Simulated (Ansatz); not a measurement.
The reference is RuO2 in the rutile structure (space group P4_2/mnm, No. 136; a = 4.480 Å, c = 3.107 Å). Axes: x, y, z lie along a, b, c of the conventional cell.

Method: r2SCAN (Ansatz, an electronic-structure program; PAW; 500 eV plane waves; no spin-orbit coupling).

Before the change:

```
Item                            Result
-----------------------------  -------
Pressure                       0.0 GPa
Band gap                          zero
Shortest interatomic distance  1.934 Å
```

One thing is altered: the symmetric strain tensor [0.0008 0.0135 -0.0011; 0.0135 -0.0196 -0.0066; -0.0011 -0.0066 -0.0021]; the atoms relax in the strained cell.

**Question.** What does the calculation give for the pressure after the change?

**Answer.** The pressure (mean of the normal stresses, compression positive) goes from zero to 6.2 GPa.

**Question.** What happens to the energy relative to the base?

**Answer.** The energy goes up by 11 meV/atom.

**Question.** Estimate the effect on the largest internal atomic displacement.

**Answer.** The largest internal atomic displacement is 0.027 Å.

**Question.** How does this affect the band gap?

**Answer.** The band gap remains zero.

**Question.** Predict the new shortest interatomic distance.

**Answer.** The shortest interatomic distance decreases by 0.037 Å, from 1.934 Å to 1.897 Å.

Without a gap, meshes like the base's 11×11×15 leave anisotropic stresses uncertain by several tenths of a GPa, and small strain energies with them. Whether these cells are dynamically stable was not tested. Seeded moments were not kept for the base. No Hubbard U is applied, and correlation can decide whether such a compound is a metal. All final runs are without spin polarisation.
